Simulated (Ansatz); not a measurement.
Runs of Ansatz 0.2.0 on GaN. Symmetry: F-43m, No. 216, cubic system. The conventional cell has a = 4.507 Å, b = 4.507 Å, c = 4.507 Å, α = 90.00°, β = 90.00°, γ = 90.00°. Ga (site symmetry -43m) has 4 N at 1.95 Å as nearest neighbours. N (site symmetry -43m) has 4 Ga at 1.95 Å as nearest neighbours. The cell is a database's computed one.

```tsv
task	level	spin	cell	cutoff (eV)	smearing	points for each segment of the path	gap on the mesh (eV)	pressure (GPa)	relaxed volume (Å³/atom)
relaxation of cell and atoms	HSEsol	off	relaxed	420	fermi-dirac 0.05 eV	-	3.12	0.0	(b)
band structure	r2SCANh	off	as given	500	fermi-dirac 0.05 eV	4	2.85	-2.7	-
relaxation of cell and atoms	B3LYP	off	relaxed	420	fermi-dirac 0.05 eV	-	3.24	0.0	11.68
band structure	PBEsol0	off	as given	420	fermi-dirac 0.05 eV	4	3.63	-5.8	-
relaxation of cell and atoms	PBEsol0	off	relaxed	420	fermi-dirac 0.05 eV	-	3.84	0.0	11.12
band structure	HSEsol	off	as given	420	fermi-dirac 0.05 eV	4	2.92	-5.5	-
relaxation of cell and atoms	PBE0	off	relaxed	420	fermi-dirac 0.05 eV	-	3.73	0.0	11.36
band structure	HSE06	off	as given	420	fermi-dirac 0.05 eV	4	2.97	-1.2	-
band structure	HF	off	as given	420	fermi-dirac 0.05 eV	4	10.52	-0.7	-
relaxation of cell and atoms	HSE06	off	relaxed	420	fermi-dirac 0.05 eV	-	3.01	0.0	(c)
band structure	r2SCANh	SOC, no magnetisation	as given	500	gaussian 0.05 eV	4	2.84	-2.7	-
band structure	B3LYP	off	as given	420	fermi-dirac 0.05 eV	4	(a)	4.0	-
```

Alike in all rows: potentials or basis Ansatz PAW; k mesh 5 × 5 × 5; the mesh is coarse, so values aren't converged.

Fill in the values left out.

(a) 3.40; (b) 11.13; (c) 11.37.

Caveats: all runs use coarse meshes; the PAW data sets come from PBE, with cores solved anew for the run's functional, which leaves a small shift of forces and pressure; the thresholds are loose for stress (some runs); odd divisions of the mesh miss points on the zone boundary, where band edges often lie, so the gap on the mesh can be too wide (some runs); the plane-wave basis is chosen anew once the cell has moved, so the energies of steps on either side of that aren't comparable (some runs).

A k mesh can miss the band edges, and rows without SOC leave out spin-orbit coupling on Ga.
